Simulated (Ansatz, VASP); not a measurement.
# C (Graphite): VASP beside Ansatz

Aim: how closely do two programs agree when they are given the same cell, functional and k mesh? The cell is taken from a series of VASP runs on this material, whose earlier steps may have relaxed, scaled or displaced it; both programs get it as it stands.

Calculated with Ansatz 0.2.0; plane waves, with VASP 6.6.1 beside it; relaxation of cell and atoms at PBEsol with D3(BJ).

## (1) The structure

Symmetry: P6_3/mmc, No. 194, hexagonal system. Conventional cell: a = 2.460 Å, b = 2.460 Å, c = 6.595 Å, α = 90.00°, β = 90.00°, γ = 120.00°. Nearest to C lie 3 C at 1.42 Å. Nearest to C lie 3 C at 1.42 Å.

## (2) Ansatz: relaxation of cell and atoms, PBEsol with D3(BJ)

Ansatz runs on its default PAW (the set named soft_2) files.

The relaxed volume is the usual yardstick between codes: its relative difference is about their pressure difference at one cell divided by the bulk modulus.

input.yaml

```yaml
crystal:
  lattice:
    - [2.4602011012, 0.0, 0.0]
    - [-1.2301005505, 2.130596652, 0.0]
    - [0.0, 0.0, 6.5945239829]
  atoms:
    - { symbol: C, position: [0.6666666667, 0.3333333333, 0.75] }
    - { symbol: C, position: [0.3333333333, 0.6666666667, 0.25] }
    - { symbol: C, position: [0.0, 0.0, 0.75] }
    - { symbol: C, position: [0.0, 0.0, 0.25] }
hamiltonian:
  xc: pbesol
  pseudopotentials: { kind: paw }
  dispersion: d3bj
kpoints:
  mp_grid: { grid: [10, 10, 4] }
scf:
  occupations: { method: gaussian, width: 0.03 }
relax:
  f_tol: 0.01
  max_steps: 60
  cell: { stress_tol: 0.05 }
output:
  forces: true
  stress: true
  write_density: true
  write_potential: true
  elf: true
  volumetric_format: npy
```

The run is started by

```
$ ansatz run input.yaml --threads 4 --pin off --max-ram 9216MiB --backend cpu --events-out ev --progress --plain --runs-dir out
```

Numbers of over 12 decimals in the logs are rounded to 6 here.

The log of the run:

```text
Engine: ansatz 0.2.0, x86_64-unknown-linux-gnu
Pseudopotentials: kind: paw
Pseudopotential: C, paw, valence charge 4, recommended cutoff 420 eV (normal), C.paw.azcp
Functional definition: PBEsol
  exchange = pbesol_x
  correlation = pbesol_c
Crystal: 4 atoms, lattice volume = 34.566 Å³
Basis set: ecut = 420 eV, 653 PW (Γ), exchange–correlation on 36×36×90 points (8 copies of the dense FFT grid, shifted against one another)
Bands: 12, of which v1, the nominal top of the filled ones, is band 8 counted from 1 (7 counted from 0)
Symmetry: 24 space group operations
Space group: P63/mmc (ITA 194), of the structure as read, at distance tolerance 3.3e-5 Å
k-points: 42 of 400
Non-local potential: C, projectors of the file, l = 0: 2, l = 1: 2, l = 2: 1
PAW form: soft (Blöchl's): semilocal exchange-correlation on the pseudo side does not see the compensation charge
PAW frozen core: C, regenerated for the run's functional, and the local potential with it (the file was generated under x = pbe(κ = 0.804, μ = 0.219515), c = pbe(β = 0.066725))
PAW one-centre angular grid: C, 110 points (default); XC on 64 Gauss nodes
Initial density: superposition of atomic densities (neutral atoms: chi_scale 0, normalization atom), corrected by the library's trained network
Initial wavefunctions: pseudopotential atomic-orbital guess
Functional: x = pbesol(κ = 0.804, μ = 0.123457), c = pbesol(β = 0.046)
SCF iter   1: F=—  HF=-987.200972 eV  |F-HF|=—  |Δ(HF+E_count)|=         —  Δρ=3.66e-3  dr2=3.29e-3  ethr=1.77e-3  ⟨swp⟩=5.6  Hψ=2765  notcnv=0
preconditioner: auto → none  [insulator: Δε(μ)=1.144 eV  Ē_g=15.707 eV  σ=0.030 eV  W_gap=1.00  n_scr=4 (ndim 8)  ℏωp=25.3 eV  f_vac=0.000  D(μ)=0.00/eV (n_scr^D=0)  ε∞_Penn≈3.6]
SCF iter   2: F=—  HF=-987.201161 eV  |F-HF|=—  |Δ(HF+E_count)|=   1.89e-4  Δρ=1.46e-3  dr2=3.83e-4  ethr=2.05e-5  ⟨swp⟩=2.7  Hψ=1294  notcnv=0
SCF iter   3: F=—  HF=-987.201367 eV  |F-HF|=—  |Δ(HF+E_count)|=   2.06e-4  Δρ=6.34e-4  dr2=9.45e-5  ethr=2.39e-6  ⟨swp⟩=2.1  Hψ=877  notcnv=0
SCF iter   4: F=—  HF=-987.201380 eV  |F-HF|=—  |Δ(HF+E_count)|=   1.26e-5  Δρ=1.67e-4  dr2=3.44e-6  ethr=5.91e-7  ⟨swp⟩=2.4  Hψ=843  notcnv=0
iter 5 did not close the SCF: its close was put off for the readings that it lacked (scf_convergence_deferred on its scf_iter line)
SCF iter   5: F=-987.201388 eV  HF=-987.201388 eV  |F-HF|=2.81e-7  |Δ(HF+E_count)|=   8.05e-6  Δρ=2.55e-5  dr2=9.99e-8  ethr=2.15e-8  ⟨swp⟩=2.3  Hψ=816  notcnv=0
SCF iter   6: F=-987.201388 eV  HF=-987.201388 eV  |F-HF|=3.39e-10  |Δ(HF+E_count)|=   3.14e-7  Δρ=2.48e-6  dr2=1.65e-9  ethr=6.24e-10  ⟨swp⟩=6.3  Hψ=3050  notcnv=0
SCF 1 converged in 6 iterations: F = -987.201388 eV  dr2 = 1.65e-9
  greatest PAW one-centre occupation: 0.672 electrons in one spin orbital (limit 2), on the C atom at site 3 (counted from 0), in its partial waves of l = 0
relax step   1: F+E_penalty+E_count = -987.20138811 eV  Δ(F+E_penalty+E_count) = +0.000e0 eV  max|allowed force component| = 3.516e-16 eV/Å  Δτ_max = 0.0000 Å  P = -0.756 GPa  Ω = 34.566 Å³  (6 SCF iters, dr2 threshold 1.00e-7 eV, accepted)
[...]
relax step   2: F+E_penalty+E_count = -987.20159564 eV  Δ(F+E_penalty+E_count) = -2.075e-4 eV  max|allowed force component| = 6.846e-16 eV/Å  Δτ_max = 0.0000 Å  P = -0.215 GPa  Ω = 34.560 Å³  energy of the carried Pulay correction = +1.367e-6 eV  (3 SCF iters, dr2 threshold 4.00e-7 eV, accepted)
[...]
relax step   3: F+E_penalty+E_count = -987.20165540 eV  Δ(F+E_penalty+E_count) = -5.975e-5 eV  max|allowed force component| = 4.903e-16 eV/Å  Δτ_max = 0.0000 Å  P = +0.000 GPa  Ω = 34.546 Å³  energy of the carried Pulay correction = +4.821e-5 eV  (3 SCF iters, dr2 threshold 2.61e-7 eV, accepted)
[...]
relax step   4: F+E_penalty+E_count = -987.20165642 eV  Δ(F+E_penalty+E_count) = -1.021e-6 eV  max|allowed force component| = 4.811e-16 eV/Å  Δτ_max = 0.0000 Å  P = -0.001 GPa  Ω = 34.546 Å³  stress off target by 1.04e-2 GPa  SCF on the basis re-selected at this cell (its energy is not comparable with the rows above)  (4 SCF iters)
basis re-selected at this cell: Δ(F+E_penalty+E_count) = -1.021e-6 eV, ΔP = -0.001 GPa vs the last step (what re-selecting the basis moved, of the pressure what is left beyond the Pulay correction that the steps carried, after the strain that the cell walked since its last selection, with what the two solves' SCF thresholds leave and, on support functions, any second-order correction that the steps lacked; it is no m [...]
SCF converged after 4 iterations
Free energy (F): -987.201656 eV
Harris-Foulkes:  -987.201656 eV  (|F-HF|=1.59e-12)
Internal energy: -987.201656 eV  (E = F + TS)
E sigma→0 (E₀):  -987.201656 eV
Fermi energy:    7.242955 eV
--- Per-component energies (eV) ---
  E_band       = -31.862453
  E_kinetic    = 363.570793
  E_local      = -594.469741  (includes V_loc(G=0)·N_el)
  E_nonlocal   = 109.718822
  E_hartree    = 176.981108
  E_xc         = -190.526743
  E_vxc        = -236.824632  (∫ρ·V_xc dr)
  E_paw        = -381.934875  (= ΣΔE_a)
  E_vpaw       = -27.819976  (= ΣTr[D̂ρ^β])
  E_aug_tail   = 0.000033  (compensation charges beyond the density's cutoff)
  E_ewald      = -470.177267
  E_disp       = -0.448188  (pairwise vdW)
  E_core_change = 0.084402  (= ΣΔE_core)
  E_smearing   = -0.000000  (= −TS)
  E_closure    = 0.000000  (closes the sum)
  Σ components = -987.201656   (vs F -987.201656, Δ=0.00e0)
--- Forces (eV/Å), atoms counted from 1 ---
  atom   1  C      0.00000000    -0.00000000     0.00000000
  atom   2  C     -0.00000000     0.00000000    -0.00000000
  atom   3  C     -0.00000000     0.00000000    -0.00000000
  atom   4  C      0.00000000    -0.00000000     0.00000000
  max |Σ_I F_I| component: 1.48e-16 eV/Å
--- Stress (GPa, compression-positive) ---
       -0.006525      -0.000000      -0.000000
       -0.000000      -0.006525       0.000000
       -0.000000       0.000000       0.010407
  P = ⅓ Tr σ = -0.0009 GPa (-0.009 kbar)
--- Band table (eV; the first three rows and the last of 42) ---
  k-point 0: bands = [... 4 lower, 4.1675, 4.1675, 4.1890, 4.1890, 11.3000, 15.5098, 15.5098, 15.5704]
  k-point 1: bands = [... 4 lower, 4.1708, 4.1708, 4.1859, 4.1859, 12.0944, 15.5185, 15.5185, 15.5603]
  k-point 2: bands = [... 4 lower, 4.1788, 4.1788, 4.1788, 4.1788, 14.0920, 14.0920, 15.5388, 15.5388]
  k-point 41: bands = [... 4 lower, -3.0952, -3.0952, 6.1018, 6.1018, 8.1601, 8.1601, 17.2393, 17.2393]
--- Relaxed structure (3 steps of the walk, 3 accepted, 1 SCFs on fresh bases) ---
  F+E_penalty+E_count = -987.20165642 eV   max|allowed force component| = 4.811e-16 eV/Å   (the final SCF, on the basis selected at the relaxed cell)
  cell:  # Å, volume = 34.5457 Å³
    - [2.458090, -5.7685471954575596e-11, 0]
    - [-1.229045, 2.128768, 0]
    - [0, 0, 6.601889]
  atoms:
    - { symbol: C, position: [0.666667, 0.333333, 0.750000] }
    - { symbol: C, position: [0.333333, 0.666667, 0.250000] }
    - { symbol: C, position: [0, 0, 0.750000] }
    - { symbol: C, position: [0, 0, 0.250000] }
```

The job ended after 0.82 s (4 threads of Intel Xeon 6975P-C (Granite Rapids), shared host; peak memory 0.36 GiB; 2.4 s of CPU time).

## (3) VASP: relaxation of cell and atoms, PBEsol with D3(BJ)

The same cell, functional, mesh and smearing now go to VASP, with its own data sets and cutoff.

Lines of VASP's logs that name or quote its potential files are left out, and so is its time.

INCAR

```
SYSTEM = C
PREC = Accurate
ENCUT = 520
EDIFF = 1E-06
NELM = 100
ISMEAR = 0
SIGMA = 0.03
LREAL = .FALSE.
ALGO = Normal
GGA = PS
IVDW = 12
NBANDS = 14
LORBIT = 11
LWAVE = .FALSE.
LCHARG = .FALSE.
KPAR = 8
IBRION = 2
NSW = 50
ISIF = 3
EDIFFG = -0.006
```

POSCAR

```
C
1.0
    2.4602011012      0.0000000000      0.0000000000
   -1.2301005505      2.1305966520      0.0000000000
    0.0000000000      0.0000000000      6.5945239829
C
4
Direct
    0.6666666667      0.3333333333      0.7500000000
    0.3333333333      0.6666666667      0.2500000000
    0.0000000000      0.0000000000      0.7500000000
    0.0000000000      0.0000000000      0.2500000000
```

KPOINTS

```
Automatic mesh
0
Gamma
10 10 4
0 0 0
```

PAW data sets: C (PBE family, release 64).

The run is started by

```
$ mpirun -np 8 vasp_std
```

The log of the run:

```text
[banner, memory and clock lines left out]
running    8 mpi-ranks, on    1 nodes
 distrk:  each k-point on    1 cores,    8 groups
 distr:  one band on    1 cores,    1 groups

 POSCAR found type information on POSCAR C
 POSCAR found :  1 types and       4 ions
|                                                                             |
|           W    W    AA    RRRRR   N    N  II  N    N   GGGG   !!!           |
|           W    W   A  A   R    R  NN   N  II  NN   N  G    G  !!!           |
|           W    W  A    A  R    R  N N  N  II  N N  N  G       !!!           |
|           W WW W  AAAAAA  RRRRR   N  N N  II  N  N N  G  GGG   !            |
|           WW  WW  A    A  R   R   N   NN  II  N   NN  G    G                |
|           W    W  A    A  R    R  N    N  II  N    N   GGGG   !!!           |
|                                                                             |
|     For optimal performance we recommend to set                             |
|       NCORE = 2 up to number-of-cores-per-socket                            |
|     NCORE specifies how many cores store one orbital (NPAR=cpu/NCORE).      |
|     This setting can greatly improve the performance of VASP for DFT.       |
|     The default, NCORE=1 might be grossly inefficient on modern             |
|     multi-core architectures or massively parallel machines. Do your        |
|     Unfortunately you need to use the default for GW and RPA                |
|     calculations (for HF NCORE is supported but not extensively tested      |
|     yet).                                                                   |
|                                                                             |

|                                                                             |
|               ----> ADVICE to this user running VASP <----                  |
|                                                                             |
|     You enforced a specific xc type in the INCAR file but a different       |
|     [... a line on the potential file left out ...]
|     I HOPE YOU KNOW WHAT YOU ARE DOING!                                     |
|                                                                             |

 LDA part: xc-table for (Slater+PW92), standard interpolation
 POSCAR, INCAR and KPOINTS ok, starting setup
 FFT: planning ... GRIDC
 FFT: planning ... GRID_SOFT
 FFT: planning ... GRID
 WAVECAR not read
 entering main loop
       N       E                     dE             d eps       ncg     rms          rms(c)
DAV:   1     0.345090018271E+02    0.34509E+02   -0.80100E+03  1184   0.105E+03
DAV:   2    -0.379894861191E+02   -0.72498E+02   -0.65600E+02  1556   0.206E+02
DAV:   3    -0.408922124765E+02   -0.29027E+01   -0.28868E+01  1518   0.394E+01
DAV:   4    -0.409235777908E+02   -0.31365E-01   -0.31347E-01  1472   0.473E+00
DAV:   5    -0.409241998236E+02   -0.62203E-03   -0.62191E-03  1530   0.631E-01    0.906E+00
DAV:   6    -0.391266620608E+02    0.17975E+01   -0.14276E+00  1362   0.791E+00    0.524E+00
DAV:   7    -0.385591113835E+02    0.56755E+00   -0.16381E+00  1356   0.863E+00    0.136E+00
DAV:   8    -0.385637556506E+02   -0.46443E-02   -0.70756E-02  1380   0.170E+00    0.250E-01
DAV:   9    -0.385629567902E+02    0.79886E-03   -0.19484E-03  1554   0.322E-01    0.806E-02
DAV:  10    -0.385630761312E+02   -0.11934E-03   -0.32957E-04  1368   0.128E-01    0.536E-02
DAV:  11    -0.385630722098E+02    0.39214E-05   -0.19363E-05  1512   0.325E-02    0.362E-03
DAV:  12    -0.385630726020E+02   -0.39226E-06   -0.64679E-07  1154   0.602E-03
   1 F= -.39011593E+02 E0= -.39011593E+02  d E =-.390116E+02
 curvature:   0.00 expect dE= 0.000E+00 dE for cont linesearch  0.000E+00
 trial: gam= 0.00000 g(F)=  0.260E-45 g(S)=  0.490E-05 ort = 0.000E+00 (trialstep = 0.100E+01)
 search vector abs. value=  0.490E-05
 reached required accuracy - stopping structural energy minimisation
```

OUTCAR, selected parts (step 3):

```text
ion  position               nearest neighbor table
   1  0.667  0.333  0.750-   3 1.42   3 1.42   3 1.42
   2  0.333  0.667  0.250-   4 1.42   4 1.42   4 1.42
   3  0.000  0.000  0.750-   1 1.42   1 1.42   1 1.42
   4  0.000  0.000  0.250-   2 1.42   2 1.42   2 1.42

  LATTYP: Found a hexagonal cell.
 ALAT       =     2.4602011012
 C/A-ratio  =     2.6804816808

 Subroutine GETGRP returns: Found 24 space group operations
 (whereof 12 operations were pure point group operations)

The static configuration has the point symmetry D_3d.
 The point group associated with its full space group is D_6h.

 Found     42 irreducible k-points:

   k-points           NKPTS =     42   k-points in BZ     NKDIM =     42   number of bands    NBANDS=     14

   dimension x,y,z NGX =    18 NGY =   18 NGZ =   50
   dimension x,y,z NGXF=    36 NGYF=   36 NGZF=  100

   ENCUT  =  520.0 eV  38.22 Ry    6.18 a.u.   4.57  4.57 12.26*2*pi/ulx,y,z

   NELECT =      16.0000    total number of electrons

 k-points in reciprocal lattice and weights: Automatic mesh
   0.00000000  0.00000000  0.00000000       0.003
   0.10000000 -0.00000000  0.00000000       0.015
   0.20000000 -0.00000000  0.00000000       0.015
   0.30000000  0.00000000  0.00000000       0.015
   0.40000000 -0.00000000  0.00000000       0.015
   0.50000000 -0.00000000  0.00000000       0.007
   0.10000000  0.10000000  0.00000000       0.015
   0.20000000  0.10000000  0.00000000       0.030
   0.30000000  0.10000000  0.00000000       0.030
[...]
0.40000000  0.20000000  0.50000000       0.015
   0.30000000  0.30000000  0.50000000       0.015

 average (electrostatic) potential at core
       1 -50.6342       2 -50.6342       3 -50.6724       4 -50.6724

 E-fermi :   4.5249

 k-point     1 :       0.0000    0.0000    0.0000
  band No.  band energies     occupation
    ...
      4      -1.7164      2.00000
      5       1.8232      2.00000
      6       1.8232      2.00000
      7       1.8455      2.00000
      8       1.8455      2.00000
      9       8.9603      0.00000
     10      13.1324      0.00000
     11      13.1324      0.00000
     12      13.1946      0.00000
     13      13.1946      0.00000
    ...

 k-point     2 :       0.1000   -0.0000    0.0000
  band No.  band energies     occupation
    ...
      4      -1.4446      2.00000
      5       0.8898      2.00000
      6       0.9368      2.00000
      7       1.3348      2.00000
      8       1.3721      2.00000
      9       9.2476      0.00000
     10      13.1790      0.00000
     11      13.2937      0.00000
     12      14.1302      0.00000
     13      14.1917      0.00000
    ...

 k-point     3 :       0.2000   -0.0000    0.0000
  band No.  band energies     occupation
    ...
      4      -1.3241      2.00000
      5      -1.2308      2.00000
      6      -0.6439      2.00000
      7       0.2980      2.00000
      8       0.3509      2.00000
      9      10.1115      0.00000
     10      12.9559      0.00000
     11      13.1408      0.00000
     12      13.2157      0.00000
     13      13.6890      0.00000
    ...

 Edisp (eV)   -0.44852

  Total       0.01425     0.01425    -0.00006     0.00000     0.00000     0.00000
  in kB       0.66037     0.66037    -0.00258     0.00000     0.00000     0.00000
  external pressure =        0.44 kB  Pullay stress =        0.00 kB

  energy-cutoff  :      520.00
  volume of cell :       34.57
      direct lattice vectors                 reciprocal lattice vectors
     2.460201101  0.000000000  0.000000000     0.406470837  0.234676047  0.000000000
    -1.230100551  2.130596652  0.000000000     0.000000000  0.469352094  0.000000000
     0.000000000  0.000000000  6.594523983     0.000000000  0.000000000  0.151640968

 POSITION                                       TOTAL-FORCE (eV/Angst)
 -----------------------------------------------------------------------------------
      1.23010      0.71020      4.94589        -0.000000     -0.000000      0.000000
     -0.00000      1.42040      1.64863         0.000000      0.000000     -0.000000
      0.00000      0.00000      4.94589         0.000000      0.000000      0.000000
      0.00000      0.00000      1.64863        -0.000000      0.000000      0.000000
 -----------------------------------------------------------------------------------
    total drift:                                0.000000     -0.000000      0.000000

  FREE ENERGIE OF THE ION-ELECTRON SYSTEM (eV)
  ---------------------------------------------------
  free  energy   TOTEN  =       -39.0115929668 eV

  energy  without entropy=      -39.0115929668  energy(sigma->0) =      -39.01159297

 reached required accuracy - stopping structural energy minimisation

 total charge
# of ion       s       p       d       tot
------------------------------------------
    1        0.860   1.791   0.000   2.650
    2        0.860   1.791   0.000   2.650
    3        0.861   1.786   0.000   2.647
    4        0.861   1.786   0.000   2.647
--------------------------------------------------
tot          3.441   7.153   0.000  10.594

[... 3 further parts left out ...]
```

CONTCAR:

```
C
   1.00000000000000
     2.4602011012000000    0.0000000000000000    0.0000000000000000
    -1.2301005505000000    2.1305966519999999    0.0000000000000000
     0.0000000000000000    0.0000000000000000    6.5945239829000002
  C
     4
Direct
     0.6666666667000030    0.3333333332999970    0.7500000000000000
     0.3333333332999970    0.6666666667000030    0.2500000000000000
     0.0000000000000000    0.0000000000000000    0.7500000000000000
     0.0000000000000000    0.0000000000000000    0.2500000000000000
```

## (4) Side by side

Known differences besides the potentials themselves: both relaxations stop at a tolerance, which leaves soft axes loose, and VASP keeps its plane-wave basis; the cutoff is 420 eV in Ansatz and 520 eV in VASP; Ansatz makes its cores anew for this functional, VASP keeps those of its PBE data sets; VASP leaves aspherical gradient terms in its spheres out (LASPH is not set), Ansatz keeps them; Ansatz adds a Pulay correction to the stress that steers its cell, VASP none. Total energies have different zeros and are not compared.

Both answers:

| quantity | Ansatz | VASP | difference |
| --- | --- | --- | --- |
| volume (Å³) | 34.55 | 34.57 | -0.06 % |
| edge a after relaxation, in the typed setting (Å) | 2.458 | 2.460 | -0.09 % |
| edge c after relaxation, in the typed setting (Å) | 6.602 | 6.595 | +0.11 % |

The walks stopped with 0.00 GPa left in Ansatz and 0.04 GPa in VASP; each walk ends within a tolerance, so the volume difference is uncertain by about these residues over the bulk modulus, most in soft cells.

## (5) Results

| Quantity | Value |
| --- | --- |
| difference in edge c after relaxation, in the typed setting (relaxation of cell and atoms, PBEsol with D3(BJ)) | 0.11 % |

What this shows: The difference in edge c after relaxation, in the typed setting is 0.11 % (relaxation of cell and atoms, PBEsol with D3(BJ)), within the 1.2 % picked in this series as the mark of a large difference, as far as the stopping tolerances let one tell. Such differences can come from data sets, numerical settings and the points named under the comparisons, not from the functional's error against experiment.

[Lines on the potential files, build, host, timing and source positions are cut from VASP's logs without a mark.]

[Logs are printed without paths, hosts, clocks, repeated set-up lines and the standing remarks that a program may print on its own settings, such as how far it seeks lower states.]

[Hosts, paths, dates, database ids (printed as entryN), source tags and the programs' standing remarks are cut or masked in the printed files.]
